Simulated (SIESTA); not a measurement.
## PtSe2 (Sudovikovite) under changes of volume

One of the cells (20.671 Å³/atom); the others are scaled copies at fixed shape and fractional positions:

```
Pt Se
1.0
     3.74866    0.00000    0.00000
    -1.87433    3.24644    0.00000
     0.00000    0.00000    5.09552
Pt Se
1 2
Direct
  0.00000 0.00000 0.00000
  0.66667 0.33333 0.75000
  0.33333 0.66667 0.25000
```

| Property | Result |
| --- | --- |
| Program | SIESTA 5.4.2 |
| Functional | PBEsol |
| Potentials or basis | PseudoDojo 0.4 standard (PBEsol files) |
| Basis | DZP (energy shift 0.003 Ry; two zetas on semicore shells) |
| Grid cutoff | 800 Ry |
| Energy shift | 0.003 Ry |
| k mesh | 8 × 8 × 5 |
| Occupations | fermi-dirac, width 0.05 eV |
| Spin | no spin polarisation |

```csv
volume (Å³/atom),energy over the lowest point (meV/atom),pressure (GPa),largest force (eV/Å)
19.049,107.03,17.5,1.970
19.455,?,?,?
19.860,39.07,9.8,1.253
20.671,5.84,3.6,0.649
21.076,0.00,1.0,0.387
21.481,0.33,-1.3,0.139
```

Problem. What does the run at 19.455 Å³/atom give?

Solution. Energy over the lowest point 68.34 meV/atom; pressure 13.4 GPa; largest force 1.600 eV/Å.

Worked out: A Birch-Murnaghan fit of order 3 (a polynomial in V^(-2/3)) to the other rows has its minimum at 21.25 Å³/atom with B0 = V·E''(V) = 122 GPa and B' = 4.8 at fixed shape and positions, which overstates the stiffness. It gives 68.16 meV/atom at 19.455 Å³/atom, against the run's 68.34, and -dE/dV = 13.3 GPa, against 13.4.

Energies are extrapolated to zero smearing.

Caveats: short orbitals over semicore shells can move pressures by several GPa; the basis of atomic orbitals isn't converged, which shifts pressures, moduli and gaps; forces of over 1 eV/Å show positions far from the minimum, so gaps and moduli don't describe the material at rest (some runs).
